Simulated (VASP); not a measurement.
BN, 4 atoms in the cell. It takes space group P6_3/mmc (No. 194, hexagonal). The conventional cell has a = 2.429 Å, b = 2.429 Å, c = 6.392 Å, α = 90.00°, β = 90.00°, γ = 120.00°. B (site symmetry -6m2) is surrounded by 3 N at 1.40 Å. N (site symmetry -6m2) is surrounded by 3 B at 1.40 Å.  The cell isn't the ideal one: a relaxed cell with its volume scaled by 0.91.

* Program: VASP 6.6.1
* Task: relaxation of shape and atoms at fixed volume
* Functional: PBE
* Dispersion: D3(BJ)
* Potentials or basis: VASP PAW PBE potentials, release 64 (B, N)
* Cutoff: 520 eV
* k mesh: 6 × 6 × 2
* Occupations: gaussian, width 0.02 eV
* Spin: no spin polarisation
* Further INCAR settings: ALGO = Normal; EDIFF = 1e-07; IBRION = 2; EDIFFG = -0.002; NSW = 80; ISIF = 4

Potentials or basis: VASP PAW PBE potentials, release 64 (B, N).

Command:

```console
$ cat potpaw_PBE.64/B/POTCAR potpaw_PBE.64/N/POTCAR > POTCAR
$ mpirun -np 1 vasp_std > vasp.out
```

Hardware: 1 thread of AMD EPYC 7R13 Processor (Zen 3) (shared host).

Question: Estimate the wall time of this run.

Answer: Run time: 34 s on 1 thread of AMD EPYC 7R13 Processor (Zen 3), with other jobs on the host, peak memory 0.12 GiB. Counts: scf iterations 75, k points 14, ion steps 17.
